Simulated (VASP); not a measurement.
# MgAl2C2 (P-3m1): formation energy of the defect C_i (12-fold void), part 4 of 9

Wanted: what the defect C_i (12-fold void) costs in MgAl2C2 (P-3m1) and how the lattice relaxes round it. The start is a computed cell from the Materials Project.

VASP 6.6.1, plane waves and PAW; the level of theory is named at each step.

So far. Step 2 (The host at zero pressure): The run ended after 5 ionic steps, 0.008 eV below its first step, once forces and stress met EDIFFG = -0.02.

## (4) The perfect supercell

Level of this step: PBEsol; plane waves and PAW (Mg, Al, C) (VASP).

System of this step: MgAl2C2 (P-3m1). The cell holds 90 atoms: 18 Mg, 36 Al and 36 C. Its edges and angles: a = 10.130 Å, b = 10.130 Å, c = 11.539 Å, α = 90.0°, β = 90.0°, γ = 120.0°. It derives from MgAl2C2 (MgAl2C2 (P-3m1)).

The same cell, mesh and cutoff without the defect give the energy to subtract and, in a gapped host, the band edges to count from, so that most errors cancel.

INCAR

```
SYSTEM = MgAl2C2
PREC = Normal
ENCUT = 400
EDIFF = 1E-05
NELM = 120
ISMEAR = 0
SIGMA = 0.05
LREAL = Auto
ALGO = Fast
GGA = PS
LORBIT = 11
LWAVE = .FALSE.
LCHARG = .FALSE.
```

POSCAR

```
MgAl2C2
1.0
   10.1295331515      0.0000000000      0.0000000000
   -5.0647665759      8.7724329060      0.0000000000
    0.0000000000      0.0000000000     11.5386279424
Mg Al C
18 36 36
Direct
    0.0000000000      0.0000000000      0.0000000000
    0.0000000000      0.0000000000      0.5000000000
    0.0000000000      0.3333333333      0.0000000000
    0.0000000000      0.3333333333      0.5000000000
    0.0000000000      0.6666666667      0.0000000000
    0.0000000000      0.6666666667      0.5000000000
    0.3333333333      0.0000000000      0.0000000000
    0.3333333333      0.0000000000      0.5000000000
    0.3333333333      0.3333333333      0.0000000000
    0.3333333333      0.3333333333      0.5000000000
    0.3333333333      0.6666666667      0.0000000000
    0.3333333333      0.6666666667      0.5000000000
    0.6666666667      0.0000000000      0.0000000000
    0.6666666667      0.0000000000      0.5000000000
    0.6666666667      0.3333333333      0.0000000000
    0.6666666667      0.3333333333      0.5000000000
    0.6666666667      0.6666666667      0.0000000000
    0.6666666667      0.6666666667      0.5000000000
    0.2222222233      0.1111111100      0.1751338581
    0.2222222233      0.1111111100      0.6751338580
    0.2222222233      0.4444444433      0.1751338581
    0.2222222233      0.4444444433      0.6751338580
    0.2222222233      0.7777777767      0.1751338581
    0.2222222233      0.7777777767      0.6751338580
    0.5555555567      0.1111111100      0.1751338581
    0.5555555567      0.1111111100      0.6751338580
    0.5555555567      0.4444444433      0.1751338581
    0.5555555567      0.4444444433      0.6751338580
    0.5555555567      0.7777777767      0.1751338581
    0.5555555567      0.7777777767      0.6751338580
    0.8888888900      0.1111111100      0.1751338581
    0.8888888900      0.1111111100      0.6751338580
    0.8888888900      0.4444444433      0.1751338581
    0.8888888900      0.4444444433      0.6751338580
    0.8888888900      0.7777777767      0.1751338581
    0.8888888900      0.7777777767      0.6751338580
    0.1111111100      0.2222222233      0.3248661420
    0.1111111100      0.2222222233      0.8248661420
    0.1111111100      0.5555555567      0.3248661420
    0.1111111100      0.5555555567      0.8248661420
    0.1111111100      0.8888888900      0.3248661420
    0.1111111100      0.8888888900      0.8248661420
    0.4444444433      0.2222222233      0.3248661420
    0.4444444433      0.2222222233      0.8248661420
    0.4444444433      0.5555555567      0.3248661420
    0.4444444433      0.5555555567      0.8248661420
    0.4444444433      0.8888888900      0.3248661420
    0.4444444433      0.8888888900      0.8248661420
    0.7777777767      0.2222222233      0.3248661420
    0.7777777767      0.2222222233      0.8248661420
    0.7777777767      0.5555555567      0.3248661420
    0.7777777767      0.5555555567      0.8248661420
    0.7777777767      0.8888888900      0.3248661420
    0.7777777767      0.8888888900      0.8248661420
    0.1111111100      0.2222222233      0.1347923198
    0.1111111100      0.2222222233      0.6347923199
    0.1111111100      0.5555555567      0.1347923198
    0.1111111100      0.5555555567      0.6347923199
    0.1111111100      0.8888888900      0.1347923198
    0.1111111100      0.8888888900      0.6347923199
    0.4444444433      0.2222222233      0.1347923198
    0.4444444433      0.2222222233      0.6347923199
    0.4444444433      0.5555555567      0.1347923198
    0.4444444433      0.5555555567      0.6347923199
    0.4444444433      0.8888888900      0.1347923198
    0.4444444433      0.8888888900      0.6347923199
    0.7777777767      0.2222222233      0.1347923198
    0.7777777767      0.2222222233      0.6347923199
    0.7777777767      0.5555555567      0.1347923198
    0.7777777767      0.5555555567      0.6347923199
    0.7777777767      0.8888888900      0.1347923198
    0.7777777767      0.8888888900      0.6347923199
    0.2222222233      0.1111111100      0.3652076802
    0.2222222233      0.1111111100      0.8652076802
    0.2222222233      0.4444444433      0.3652076802
    0.2222222233      0.4444444433      0.8652076802
    0.2222222233      0.7777777767      0.3652076802
    0.2222222233      0.7777777767      0.8652076802
    0.5555555567      0.1111111100      0.3652076802
    0.5555555567      0.1111111100      0.8652076802
    0.5555555567      0.4444444433      0.3652076802
    0.5555555567      0.4444444433      0.8652076802
    0.5555555567      0.7777777767      0.3652076802
    0.5555555567      0.7777777767      0.8652076802
    0.8888888900      0.1111111100      0.3652076802
    0.8888888900      0.1111111100      0.8652076802
    0.8888888900      0.4444444433      0.3652076802
    0.8888888900      0.4444444433      0.8652076802
    0.8888888900      0.7777777767      0.3652076802
    0.8888888900      0.7777777767      0.8652076802
```

KPOINTS

```
Automatic mesh
0
Gamma
2 2 1
0 0 0
```

PAW data sets: Mg, Al and C (PBE family, release 64).

Run with:

```bash
$ export OMP_NUM_THREADS=8
$ mpirun -np 1 vasp_std
```

Log:

```text
[banner, memory and clock lines left out]
running    1 mpi-ranks, on    1 nodes
 distrk:  each k-point on    1 cores,    1 groups
 distr:  one band on    1 cores,    1 groups
 Offloading initialized ...    1 GPUs detected
 POSCAR found type information on POSCAR MgAlC
 POSCAR found :  3 types and      90 ions
 [... a notice as in an earlier step ...]

 LDA part: xc-table for (Slater+PW92), standard interpolation
 POSCAR, INCAR and KPOINTS ok, starting setup
 FFT: planning ... GRIDC
 FFT: planning ... GRID_SOFT
 FFT: planning ... GRID
 WAVECAR not read
 entering main loop
       N       E                     dE             d eps       ncg     rms          rms(c)
DAV:   1     0.694730519292E+03    0.69473E+03   -0.10219E+05   776   0.106E+03
DAV:   2    -0.496899120910E+03   -0.11916E+04   -0.11273E+04   932   0.200E+02
DAV:   3    -0.603108806615E+03   -0.10621E+03   -0.10517E+03   904   0.582E+01
DAV:   4    -0.606445294843E+03   -0.33365E+01   -0.33241E+01   928   0.109E+01
DAV:   5    -0.606558987663E+03   -0.11369E+00   -0.11360E+00   936   0.205E+00    0.414E+01
RMM:   6    -0.533056776898E+03    0.73502E+02   -0.24075E+02   834   0.220E+01    0.139E+01
RMM:   7    -0.534319620764E+03   -0.12628E+01   -0.66334E+01   893   0.132E+01    0.978E+00
RMM:   8    -0.534033562156E+03    0.28606E+00   -0.11120E+01   806   0.609E+00    0.408E+00
RMM:   9    -0.533215046992E+03    0.81852E+00   -0.16867E+00   917   0.210E+00    0.121E+00
RMM:  10    -0.533255324846E+03   -0.40278E-01   -0.93999E-01   947   0.147E+00    0.735E-01
RMM:  11    -0.533239921422E+03    0.15403E-01   -0.12643E-01   893   0.662E-01    0.244E-01
RMM:  12    -0.533241548277E+03   -0.16269E-02   -0.23524E-02   953   0.240E-01    0.163E-01
RMM:  13    -0.533241334860E+03    0.21342E-03   -0.31027E-03   974   0.106E-01    0.141E-01
RMM:  14    -0.533240621710E+03    0.71315E-03   -0.25684E-03   926   0.813E-02    0.372E-02
RMM:  15    -0.533240655879E+03   -0.34169E-04   -0.28344E-04   950   0.382E-02    0.258E-02
RMM:  16    -0.533240653307E+03    0.25723E-05   -0.39817E-04   920   0.313E-02    0.119E-02
RMM:  17    -0.533240653276E+03    0.30741E-07   -0.39168E-05   740   0.143E-02
   1 F= -.53324065E+03 E0= -.53324065E+03  d E =-.152589E-15
```

Wall time 29 s (1 × NVIDIA H100 80GB HBM3, 81559 MiB with 1 MPI rank of AMD EPYC 7R13 (Zen 3), shared host); peak memory 1.9 GiB.

From OUTCAR (step 4):

```text
  LATTYP: Found a hexagonal cell.
 ALAT       =    10.1295331515
 C/A-ratio  =     1.1391075748

The static configuration has the point symmetry D_3d.

 Found      2 irreducible k-points:

   k-points           NKPTS =      2   k-points in BZ     NKDIM =      2   number of bands    NBANDS=    190

   dimension x,y,z NGX =    50 NGY =   50 NGZ =   56
   dimension x,y,z NGXF=   100 NGYF=  100 NGZF=  112

   ENCUT  =  400.0 eV  29.40 Ry    5.42 a.u.  16.52 16.52 18.82*2*pi/ulx,y,z

   NELECT =     288.0000    total number of electrons

 E-fermi :   6.9838

 k-point     1 :       0.0000    0.0000    0.0000
  band No.  band energies     occupation
    ...
    140       6.2981      2.00000
    141       6.2982      2.00000
    142       6.4913      2.00000
    143       6.5126      2.00000
    144       6.5127      2.00000
    145       9.0789      0.00000
    146       9.0789      0.00000
    147       9.3205      0.00000
    148       9.3205      0.00000
    149       9.3205      0.00000
    ...

 k-point     2 :       0.5000    0.0000    0.0000
  band No.  band energies     occupation
    ...
    140       6.3053      2.00000
    141       6.3302      2.00000
    142       6.3302      2.00000
    143       6.6955      2.00000
    144       6.6955      2.00000
    145       8.5531      0.00000
    146       8.6568      0.00000
    147       9.5150      0.00000
    148       9.5150      0.00000
    149       9.5150      0.00000
    ...

  Total       -4.7311344     -4.7311343     -5.9938923      0.0000000      0.0000000      0.0000000
  in kB       -7.3928554     -7.3928552     -9.3660368      0.0000000      0.0000000      0.0000000
  external PRESSURE =      -8.0505825 kB  Pullay stress =       0.0000000 kB

  energy-cutoff  :      400.00
  volume of cell :     1025.33
      direct lattice vectors                 reciprocal lattice vectors
    10.129533152  0.000000000  0.000000000     0.098721233  0.056996731 -0.000000000
    -5.064766576  8.772432906  0.000000000     0.000000000  0.113993462  0.000000000
     0.000000000  0.000000000 11.538627942     0.000000000 -0.000000000  0.086665417

 POSITION                                       TOTAL-FORCE (eV/Angst)
 -----------------------------------------------------------------------------------
      0.00000      0.00000      0.00000        -0.000000     -0.000000     -0.000000
      0.00000      0.00000      5.76931        -0.000000     -0.000000     -0.000000
     -1.68826      2.92414      0.00000        -0.000000     -0.000000     -0.000000
     -1.68826      2.92414      5.76931        -0.000000     -0.000000     -0.000000
     -3.37651      5.84829      0.00000        -0.000000     -0.000000     -0.000000
     -3.37651      5.84829      5.76931        -0.000000     -0.000000     -0.000000
      3.37651      0.00000      0.00000        -0.000000     -0.000000     -0.000000
      3.37651      0.00000      5.76931        -0.000000     -0.000000     -0.000000
      1.68826      2.92414      0.00000        -0.000000     -0.000000     -0.000000
      1.68826      2.92414      5.76931        -0.000000      0.000000     -0.000000
     -0.00000      5.84829      0.00000        -0.000000     -0.000000     -0.000000
     -0.00000      5.84829      5.76931        -0.000000     -0.000000     -0.000000
      6.75302      0.00000      0.00000        -0.000000     -0.000000     -0.000000
      6.75302      0.00000      5.76931        -0.000000      0.000000     -0.000000
      5.06477      2.92414      0.00000        -0.000000     -0.000000     -0.000000
      5.06477      2.92414      5.76931        -0.000000     -0.000000     -0.000000
      3.37651      5.84829      0.00000        -0.000000      0.000000     -0.000000
      3.37651      5.84829      5.76931        -0.000000      0.000000     -0.000000
      1.68826      0.97471      2.02080        -0.000000     -0.000000     -0.020961
      1.68826      0.97471      7.79012        -0.000000     -0.000000     -0.020961
      0.00000      3.89886      2.02080        -0.000000     -0.000000     -0.020961
      0.00000      3.89886      7.79012        -0.000000     -0.000000     -0.020961
     -1.68826      6.82300      2.02080        -0.000000     -0.000000     -0.020961
     -1.68826      6.82300      7.79012        -0.000000     -0.000000     -0.020961
      5.06477      0.97471      2.02080        -0.000000     -0.000000     -0.020961
      5.06477      0.97471      7.79012        -0.000000      0.000000     -0.020961
      3.37651      3.89886      2.02080        -0.000000      0.000000     -0.020961
      3.37651      3.89886      7.79012        -0.000000     -0.000000     -0.020961
      1.68826      6.82300      2.02080        -0.000000     -0.000000     -0.020961
      1.68826      6.82300      7.79012        -0.000000     -0.000000     -0.020961
      8.44128      0.97471      2.02080        -0.000000     -0.000000     -0.020961
      8.44128      0.97471      7.79012        -0.000000     -0.000000     -0.020961
      6.75302      3.89886      2.02080        -0.000000     -0.000000     -0.020961
      6.75302      3.89886      7.79012        -0.000000     -0.000000     -0.020961
      5.06477      6.82300      2.02080        -0.000000     -0.000000     -0.020961
      5.06477      6.82300      7.79012        -0.000000     -0.000000     -0.020961
     -0.00000      1.94943      3.74851         0.000000      0.000000      0.020961
     -0.00000      1.94943      9.51782        -0.000000      0.000000      0.020961
[...]
-----------------------------------------------------------------------------------
    total drift:                                0.000000     -0.000000     -0.000003

  FREE ENERGIE OF THE ION-ELECTRON SYSTEM (eV)
  ---------------------------------------------------
  free  energy   TOTEN  =      -533.2406532759 eV

  energy  without entropy=     -533.2406532759  energy(sigma->0) =     -533.24065328

 total charge
# of ion       s       p       d       tot
------------------------------------------
    1        0.148   0.151   0.048   0.346
    2        0.148   0.151   0.048   0.346
    3        0.148   0.151   0.048   0.346
    4        0.148   0.151   0.048   0.346
    5        0.148   0.151   0.048   0.346
    6        0.148   0.151   0.048   0.346
    7        0.148   0.151   0.048   0.346
    8        0.148   0.151   0.048   0.346
    9        0.148   0.151   0.048   0.346
   10        0.148   0.151   0.048   0.346
   11        0.148   0.151   0.048   0.346
   12        0.148   0.151   0.048   0.346
   13        0.148   0.151   0.048   0.346
   14        0.148   0.151   0.048   0.346
   15        0.148   0.151   0.048   0.346
   16        0.148   0.151   0.048   0.346
   17        0.148   0.151   0.048   0.346
   18        0.148   0.151   0.048   0.346
   19        0.384   0.457   0.000   0.841
   20        0.384   0.457   0.000   0.841
   21        0.384   0.457   0.000   0.841
   22        0.384   0.457   0.000   0.841
   23        0.384   0.457   0.000   0.841
   24        0.384   0.457   0.000   0.841
   25        0.384   0.457   0.000   0.841
   26        0.384   0.457   0.000   0.841
   27        0.384   0.457   0.000   0.841
   28        0.384   0.457   0.000   0.841
   29        0.384   0.457   0.000   0.841
   30        0.384   0.457   0.000   0.841
   31        0.384   0.457   0.000   0.841
   32        0.384   0.457   0.000   0.841
   33        0.384   0.457   0.000   0.841
   34        0.384   0.457   0.000   0.841
   35        0.384   0.457   0.000   0.841
   36        0.384   0.457   0.000   0.841
   37        0.384   0.457   0.000   0.841
[...]
--------------------------------------------------
tot         46.479  75.796   0.857 123.132

[... 1 part as in an earlier step ...]

[... 3 further parts left out ...]
```

Numbers from this step:

- electronic cycles: 17
- electrons: 288
- free energy (TOTEN): -533.2407 eV
- Fermi energy: 6.984 eV
- gap on the k-mesh: 1.858 eV

No direct gap is given, since this cell folds other wave vectors onto the zone centre.

The perfect cell has a gap of 1.86 eV on this mesh, with its valence-band top at 6.696 eV, and charged states follow.

(Continued in part 5 of 9.)

[Lines on the potential files, build, host, timing and source positions are cut from VASP's logs without a mark.]

[Logs are printed without paths, hosts, clocks, repeated set-up lines and the standing remarks that a program may print on its own settings, such as how far it seeks lower states.]

[Hosts, paths, dates, database ids (printed as entryN), source tags and the programs' standing remarks are cut or masked in the printed files.]

[In band tables of VASP the shares of atoms and orbitals are scaled to a sum of 1 inside the atoms' spheres.]

[Runs that stopped without an error message from VASP are left out.]
